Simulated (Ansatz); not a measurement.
## BaTe, space group Pm-3m: a G0W0 quasiparticle calculation

Program: the Ansatz DFT code, driven from Python.

The script, `gw_bate.py`:
```python
import warnings

import ansatz as az

params = {
    'functional': 'pbesol',
    'ecut': 510,
    'smearing': 'fixed',
}


def main() -> None:
    warnings.simplefilter('ignore', az.DeckWarning)

    lattice = az.Lattice.of(
        (4.26247, 0.0, 0.0),
        (0.0, 4.26247, 0.0),
        (0.0, 0.0, 4.26247),
    )
    sites = [
        ('Ba', (0.0, 0.0, 0.0)),
        ('Te', (0.5, 0.5, 0.5)),
    ]
    crystal = az.Crystal(lattice=lattice)
    for symbol, position in sites:
        crystal = crystal.atom(symbol, position)

    calc = crystal.calculation()
    calc = calc.kpoints(4)
    calc = calc.functional(params['functional']).basis(params['ecut'])
    calc = calc.occupations(params['smearing']).gw(empty_bands=60, screening_cutoff=100, quasiparticle_bands=('v3', 'c1'))
    events = []
    done = calc.session().plan().execute(on_event=events.append, runs_dir='gw_run')
    gw = next(e['data'] for e in events if e['event'] == 'gw_qp')
    top = gw['frontier_bands']['highest_filled_band']
    print(' k band    E_KS   Sigma_x  Sigma_c     Vxc      Z    E_QP (eV)')
    for qp in gw['qp']:
        print(f'{qp["ik"]:2d} {qp["band"]:4d} {qp["eps_ks_ev"]:7.3f} {qp["sigma_x_ev"]:9.3f} {qp["sigma_c_at_ks_ev"]:8.3f} {qp["vxc_ev"]:8.3f} {qp["z"]:6.3f} {qp["e_qp_ev"]:8.3f}')
    for key, label in (('eps_ks_ev', 'Kohn-Sham'), ('e_qp_ev', 'G0W0')):
        filled = max(qp[key] for qp in gw['qp'] if qp['band'] <= top)
        empty = min(qp[key] for qp in gw['qp'] if qp['band'] > top)
        print(f'{label} gap on the mesh: {empty - filled:.3f} eV')
    print('static dielectric eigenvalues (RPA, this mesh):', [round(e, 3) for e in gw['screening'][0]['eps_tensor_eigenvalues']])


if __name__ == '__main__':
    main()
```

```console
$ python gw_bate.py
 k band    E_KS   Sigma_x  Sigma_c     Vxc      Z    E_QP (eV)
 0   11   7.899   -15.451    1.692  -13.484  0.789    7.682
 0   12   7.899   -15.451    1.692  -13.484  0.789    7.682
 0   13   7.899   -15.451    1.692  -13.484  0.789    7.682
 0   14   9.039    -5.164   -3.602   -9.420  0.803    9.562
 1   11   5.999   -14.047    1.906  -11.655  0.780    5.621
 1   12   7.667   -15.016    1.661  -13.054  0.788    7.430
 1   13   7.667   -15.016    1.661  -13.054  0.788    7.430
 1   14   9.363    -5.049   -3.798   -9.553  0.801    9.927
 2   11   4.896   -13.964    2.381  -10.914  0.776    4.388
 2   12   7.440   -14.644    1.653  -12.662  0.786    7.182
 2   13   7.440   -14.644    1.653  -12.662  0.786    7.182
 2   14   9.837    -4.846   -4.166   -9.813  0.797   10.472
 3   11   6.004   -14.049    1.948  -11.594  0.780    5.610
 3   12   6.740   -14.723    1.865  -12.430  0.786    6.406
 3   13   7.734   -14.976    1.625  -13.065  0.788    7.509
 3   14  10.031    -5.487   -3.899  -10.177  0.798   10.659
 4   11   5.486   -14.332    2.215  -11.525  0.775    5.027
 4   12   6.734   -14.755    1.906  -12.409  0.784    6.391
 4   13   7.775   -14.822    1.562  -12.993  0.788    7.565
 4   14   9.975    -5.418   -3.892  -10.081  0.798   10.588
 5   11   6.249   -15.167    2.164  -12.489  0.780    5.848
 5   12   6.249   -15.167    2.164  -12.489  0.780    5.848
 5   13   8.250   -15.472    1.571  -13.703  0.790    8.093
 5   14   9.219    -5.271   -3.590   -9.509  0.804    9.738
 6   11   6.466   -14.401    1.918  -12.015  0.783    6.100
 6   12   6.466   -14.401    1.918  -12.015  0.783    6.100
 6   13   6.514   -14.535    1.856  -12.243  0.783    6.174
 6   14  10.929    -5.640   -4.041  -10.598  0.795   11.652
 7   11   5.678   -14.563    2.228  -11.753  0.776    5.227
 7   12   6.198   -14.099    1.971  -11.620  0.779    5.803
 7   13   7.071   -15.086    1.829  -12.884  0.786    6.779
 7   14  10.744    -5.886   -3.676  -10.399  0.802   11.411
 8   11   5.790   -14.523    2.199  -11.758  0.776    5.352
 8   12   5.790   -14.523    2.199  -11.758  0.776    5.352
 8   13   6.456   -14.227    1.847  -11.943  0.782    6.115
 8   14  10.510    -5.590   -3.775  -10.124  0.801   11.114
 9   11   5.400   -14.121    2.282  -11.219  0.772    4.921
 9   12   5.400   -14.121    2.282  -11.219  0.772    4.921
 9   13   5.400   -14.121    2.282  -11.219  0.772    4.921
 9   14  12.891    -5.920   -3.969  -10.742  0.790   13.567
Kohn-Sham gap on the mesh: 0.789 eV
G0W0 gap on the mesh: 1.468 eV
static dielectric eigenvalues (RPA, this mesh): [10.745, 10.745, 10.745]
```

What to keep in mind:
- Absolute energies stand on the zero of these potentials, so only differences at equal settings mean something. A total without «per atom» is that of the cell as typed.
- The structure comes from a database of computed cells and needn't be a stable or known phase.
- Mesh, empty bands and screening cutoff are small, so the quasiparticle gap isn't converged, and it is read on the mesh points alone. Spin-orbit coupling is left out, which matters for heavy elements.
- Wall time of the script: 61 s on 1 thread of Arm Neoverse N1 (shared host), peak memory 0.47 GiB.
